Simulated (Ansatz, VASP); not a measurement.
**KBr: VASP beside Ansatz**

```xyz
2
Lattice="0.0000 3.3504 3.3504 3.3504 0.0000 3.3504 3.3504 3.3504 0.0000" Properties=species:S:1:pos:R:3 pbc="T T T"
K     0.0000    0.0000    0.0000
Br    3.3504    3.3504    3.3504
```

Alike in both runs: task single point; functional PBE; k mesh 6 × 6 × 6; occupations gaussian, width 0.02 eV; no spin polarisation.

|  | VASP | Ansatz |
| --- | --- | --- |
| version | VASP 6.6.1 | Ansatz 0.2.0 |
| potentials or method | VASP PAW PBE potentials, release 64 (K_sv, Br) | scalar-relativistic, plane waves, PAW |
| plane-wave cutoff (eV) | 520 | 420 |
| valence electrons in the cell | 16 | 16 |

|  | VASP | Ansatz | Ansatz less VASP |
| --- | --- | --- | --- |
| gap on the k mesh at the Fermi level (eV) | 4.31 | 4.32 | +0.002 |
| least direct gap on the mesh (eV) | 4.31 | 4.32 | +0.002 |
| pressure (GPa) | 0.1 | 0.0 | -0.03 |

A hybrid or GW would open this gap; PBE tends to underestimate it.
